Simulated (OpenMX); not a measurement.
The system is BN.

```
CELL_PARAMETERS angstrom
0.00000 1.81300 1.81300
1.81300 0.00000 1.81300
1.81300 1.81300 0.00000
ATOMIC_POSITIONS crystal
N 0.25000 0.25000 0.25000
B 0.00000 0.00000 0.00000
```

The cell is a database's computed one.

```yaml
Program: OpenMX 3.8.5
Task: single point
Functional: PBE
Potentials_or_basis: OpenMX 2013 PBE set, N6.0-s2p2d1, B7.0-s2p2d1, grid cutoff 400 Ry
k_mesh: 13 × 13 × 13
Occupations: fermi-dirac, width 0.05 eV
Spin: no spin polarisation
```

On this cell: pressure 0.9 GPa; largest force zero by symmetry; band gap on the k mesh 4.69 eV, indirect (least direct gap 8.81 eV).

The same run follows on a disturbed copy (atoms moved at random, drawn with an rms of 0.05 Å):

```
CELL_PARAMETERS angstrom
0.00000 1.81300 1.81300
1.81300 0.00000 1.81300
1.81300 1.81300 0.00000
ATOMIC_POSITIONS crystal
N 0.26768 0.26067 0.22873
B 0.97937 0.02168 0.00165
```

Q: What does the disturbed cell give?

A: The energy moves by +46.8 meV/atom; pressure 3.3 GPa; largest force 2.357 eV/Å; band gap on the k mesh 4.04 eV, indirect (least direct gap 7.81 eV).

Forces on the atoms (eV/Å):
```
N    1.642 -0.979 -1.378
B   -1.645  0.974  1.376
```

Caveats: an odd mesh through Γ misses points on the zone boundary, where band edges often lie; the basis of atomic orbitals isn't converged, which shifts pressures, moduli and gaps.
